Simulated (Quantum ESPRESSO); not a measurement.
The system is PbS (Galena).

```
Pb S
1.0
     0.00000    2.96575    2.96575
     2.96575    0.00000    2.96575
     2.96575    2.96575    0.00000
Pb S
1 1
Direct
  0.00000 0.00000 0.00000
  0.50000 0.50000 0.50000
```

Program: Quantum ESPRESSO 7.5. Alike in all runs: task single point; cell as given; cutoff (eV) 762. Hardware: 1 thread of Arm Neoverse V2 (shared host).

**Question.** Order these runs on this cell by their wall time, lowest first.
A. level PBEsol; potentials or basis PseudoDojo 0.4.1 SR PBEsol standard; spin off; k mesh 4 × 4 × 4; smearing fixed; k mesh of the self-consistent run 8 × 8 × 8; mesh quality coarse
B. level PBE; potentials or basis PseudoDojo 0.4 FR PBE standard; spin non-collinear, zero start, SOC; k mesh 12 × 12 × 12; smearing fermi-dirac 0.05 eV; k mesh of the self-consistent run 12 × 12 × 12; mesh quality not flagged
C. level PBEsol; potentials or basis PseudoDojo 0.4.1 SR PBEsol standard; spin off; k mesh 14 × 14 × 14; smearing fixed; k mesh of the self-consistent run 14 × 14 × 14; mesh quality not flagged

**Answer.** A (33 s), C (140 s), B (340 s).

Caveats: some runs use coarse meshes.

Not every run made on this cell is shown here.
